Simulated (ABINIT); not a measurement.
Crystal: Co.

```
Co
1.0
     2.47200    0.00000    0.00000
    -1.23600    2.14081    0.00000
     0.00000    0.00000    4.02114
Co
2
Direct
  0.66667 0.33333 0.75000
  0.33333 0.66667 0.25000
```

Base run:

```yaml
Program: ABINIT 10.8.3 (patched build)
Functional: PBEsol
Potentials_or_basis: PseudoDojo NC SR PBEsol v0.4 stringent
Cutoff: 1306 eV
k_mesh: 9 × 9 × 5
Occupations: fermi-dirac, width 0.05 eV
Spin: collinear spin, ferromagnetic start
Starting_moments: "[2.0, 2.0] μB"
```

Its results: pressure -9.3 GPa; net moment 3.06 μB per cell; site moments Co +1.61 μB.

Q: The run is repeated on the same cell with these changes: k mesh from 9 × 9 × 5 to 16 × 16 × 10, shifted; occupations from fermi-dirac, width 0.05 eV to methfessel-paxton, width 0.2 eV. What comes out?

A: Pressure -8.8 GPa; net moment 3.13 μB per cell; site moments Co +1.64 μB.
